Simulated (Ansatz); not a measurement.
The system is TiAl3.

```
Ti Al
1.0
    -1.91111    1.91111    4.28067
     1.91111   -1.91111    4.28067
     1.91111    1.91111   -4.28067
Ti Al
1 3
Direct
  0.00000 0.00000 0.00000
  0.25000 0.75000 0.50000
  0.75000 0.25000 0.50000
  0.50000 0.50000 0.00000
```

The cell comes from a database or a generator and needn't be the stable form of this composition.

```yaml
Program: Ansatz 0.2.0
Task: relaxation of cell and atoms
Functional: RPBE
Potentials_or_basis: Ansatz PAW
Cutoff: "420 eV (not typed: the program's choice for these potentials)"
k_mesh: 10 × 10 × 10
Occupations: fermi-dirac, width 0.05 eV
Spin: no spin polarisation
```

At the start: volume 15.63 Å³/atom.

Task: How do energy, volume and symmetry change on relaxing?

Result: It ends after 5 steps and the volume is 16.28 Å³/atom (+4.1 %); space group I4/mmm (No. 139, to 0.05 Å).

The path:
| step | energy change (eV) | largest force (eV/Å) | volume (Å³) |
| --- | --- | --- | --- |
| 1 | 0.0000 | 0.0000 | 62.54 |
| 2 | -0.0276 | 0.0000 | 66.10 |
| 3 | -0.0337 | 0.0000 | 65.17 |
| 4 | -0.0337 | 0.0000 | 65.11 |
| 5 | -0.0349 | 0.0000 | 65.11 |

Final structure:
```
Ti Al
1.0
    -1.93767    1.93767    4.33541
     1.93767   -1.93767    4.33541
     1.93767    1.93767   -4.33541
Ti Al
1 3
Direct
  0.00000 0.00000 0.00000
  0.25000 0.75000 0.50000
  0.75000 0.25000 0.50000
  0.50000 0.50000 0.00000
```

Caveat: the plane-wave basis is chosen anew once the cell has moved, so the energies of steps on either side of that aren't comparable; the PAW data sets come from PBE, with cores solved anew for the run's functional, which leaves a small shift of forces and pressure.
